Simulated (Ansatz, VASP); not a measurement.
Zr: VASP beside Ansatz

```
Zr
1.0
     0.00000    2.20936    2.20936
     2.20936    0.00000    2.20936
     2.20936    2.20936    0.00000
Zr
1
Direct
  0.00000 0.00000 0.00000
```

Change from the starting cell: volume scaled by 0.9405, PAW files.

Alike in both runs: task electric field gradients; functional PBE; k mesh 13 × 13 × 13; occupations fermi-dirac, width 0.05 eV; no spin polarisation.

|  | VASP | Ansatz |
| --- | --- | --- |
| version | VASP 6.6.1 | Ansatz 0.2.0 |
| potentials or method | VASP PAW PBE potentials, release 64 (Zr_sv) | PAW with Ansatz's default frozen-core files, scalar-relativistic |
| plane-wave cutoff (eV) | 520 | 420 |
| valence electrons in the cell | 12 | 12 |

Ansatz gave:

```
pressure (GPa)                                                 : 7.3
Vzz of the field gradient on the site that differs most (V/Å²) : 0.0
```

Task: Which values does VASP return?

Result: Pressure (GPa): 7.4; Vzz of the field gradient on the site that differs most (V/Å²): 0.0.

With one functional, cell and mesh, what is left measures potentials, basis and numerics. Ansatz warned: «gradients_without_spin_orbit».
